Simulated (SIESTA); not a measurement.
MgB2 in SIESTA: convergence with EnergyShift

Crystal: MgB2.

```
CELL_PARAMETERS angstrom
3.08500 0.00000 0.00000
-1.54250 2.67169 0.00000
0.00000 0.00000 3.52300
ATOMIC_POSITIONS crystal
Mg 0.01959 0.99359 0.99020
B 0.66441 0.32161 0.49171
B 0.33637 0.66639 0.50926
```

The cell isn't the ideal one: atoms moved at random, drawn with an rms of 0.05 Å.

* Program: SIESTA 5.4.2
* Task: single point
* Functional: PBE
* Potentials or basis: PseudoDojo 0.4 standard (PBE files)
* Basis: DZP (energy shift 0.05 Ry; two zetas on semicore shells)
* Grid cutoff: 800 Ry
* Energy shift: 0.05 Ry
* k mesh: 8 × 8 × 6
* Occupations: fermi-dirac, width 0.05 eV
* Spin: no spin polarisation

These are the settings of the first run; the series varies EnergyShift, with any setting tied to it.

Hardware: 1 thread of Intel(R) Xeon(R) 6975P-C (Granite Rapids), with other jobs on the host.

```
EnergyShift  energy less the tightest run, at zero smearing (meV/atom)  pressure (GPa)  largest force (eV/Å)  SCF cycles  CPU time (s)  peak memory (GiB)
       0.05                                                     859.43           -1.60                 0.734           9            11               0.22
       0.03                                                     467.39            1.08                 0.697          11            16               0.24
       0.02                                                     287.83            1.40                 0.743          11            21               0.26
       0.01                                                     125.56            1.51                 0.748          11            34               0.29
      0.005                                                      47.01            3.08                 0.744          12            54               0.33
      0.003                                                      30.30            4.38                 0.731          12            74               0.36
      0.002                                                      22.09            3.82                 0.731          12           100               0.39
      0.001                                                       0.00            2.16                 0.729          12           140               0.45
```

Against the tightest run, the largest force stays within 0.005 eV/Å from 0.003 on. Not settled before the last step: the energy (to 1 meV/atom), the pressure (to 0.1 GPa). The tightest run that finished is the yardstick and may itself not be fully converged.

Caveat, for the tightest run too: the basis of atomic orbitals isn't converged, which shifts pressures, moduli and gaps.
